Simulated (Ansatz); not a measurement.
The system is NiO.

```
CELL_PARAMETERS angstrom
0.00000 2.08590 2.08590
2.08590 0.00000 2.08590
2.08590 2.08590 0.00000
ATOMIC_POSITIONS crystal
Ni 0.00000 0.00000 0.00000
O 0.50000 0.50000 0.50000
```

```yaml
Program: Ansatz 0.2.0
Task: relaxation of cell and atoms
Functional: PBE
Potentials_or_basis: Ansatz PAW
Cutoff: "420 eV (not typed: the program's choice for these potentials)"
k_mesh: 11 × 11 × 11
Occupations: fermi-dirac, width 0.05 eV
Spin: collinear spin, ferromagnetic start
Starting_moments: "[1.0, 0.0] μB"
```

At the start: volume 9.08 Å³/atom.

**Question.** How do energy, volume and symmetry change on relaxing?

**Answer.** It ends after 6 steps and the volume is 9.37 Å³/atom (+3.3 %); space group Fm-3m (No. 225, to 0.05 Å); moment 1.81 μB per cell.

The path:
```
step  energy change (eV)  largest force (eV/Å)  volume (Å³)
   1              0.0000                0.0000        18.15
   2             -0.0057                0.0000        18.40
   3             -0.0075                0.0000        18.72
   4             -0.0103                0.0000        18.72
   5             -0.0102                0.0000        18.75
   6             -0.0104                0.0000        18.75
```

Final structure:
```
CELL_PARAMETERS angstrom
0.00000 2.10846 2.10846
2.10846 0.00000 2.10846
2.10846 2.10846 0.00000
ATOMIC_POSITIONS crystal
Ni 0.00000 0.00000 0.00000
O 0.50000 0.50000 0.50000
```

Caveat: the plane-wave basis is chosen anew once the cell has moved, so the energies of steps on either side of that aren't comparable; the pressure holds a Pulay correction of +0.7 GPa for the finite cutoff; a cell with one magnetic atom can't hold antiferromagnetic order, which such compounds often take.
